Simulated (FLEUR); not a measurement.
Runs of FLEUR MaX-R8.1 (later development tree) on AgCl (Chlorargyrite). The structure is cubic, space group Fm-3m (No. 225). The conventional cell has a = 5.470 Å, b = 5.470 Å, c = 5.470 Å, α = 90.00°, β = 90.00°, γ = 90.00°. Around Ag (site symmetry m-3m) lie 6 Cl at 2.73 Å. Around Cl (site symmetry m-3m) lie 6 Ag at 2.73 Å. 

```tsv
task	level	gmax	muffin-tin radii	max iterations	mixing factor	mixer	kmax	gap on the mesh (eV)	V0 of scaled cells (Å³/atom)	B0 (GPa)
equation of state	r2SCAN	15.3 1/bohr	Ag 2.65, Cl 1.99 bohr	-	-	-	4.92 1/bohr	-	21.34	50
band structure	PBEsol	14.8 1/bohr	Ag 2.66, Cl 2.05 bohr	60	0.05	Anderson	4.78 1/bohr	0.73	-	-
single point	PBEsol	15.3 1/bohr	Ag 2.65, Cl 1.99 bohr	60	0.05	Anderson	4.92 1/bohr	0.73	-	-
equation of state	PBEsol	15.3 1/bohr	Ag 2.65, Cl 1.99 bohr	-	-	-	4.92 1/bohr	-	(a)	57
```

Alike in all rows: potentials or basis all-electron, FLAPW; no spin polarisation; cell as given; k mesh 8 × 8 × 8; smearing fermi-dirac 0.05 eV.

Q: Fill in the values left out.

A: (a) 20.22.

Caveats: the meta-GGA is that of a development version, with a GGA for the radial functions and cores and without core tails (some runs).

A k mesh can miss the band edges, and the runs leave out spin-orbit coupling on Ag.
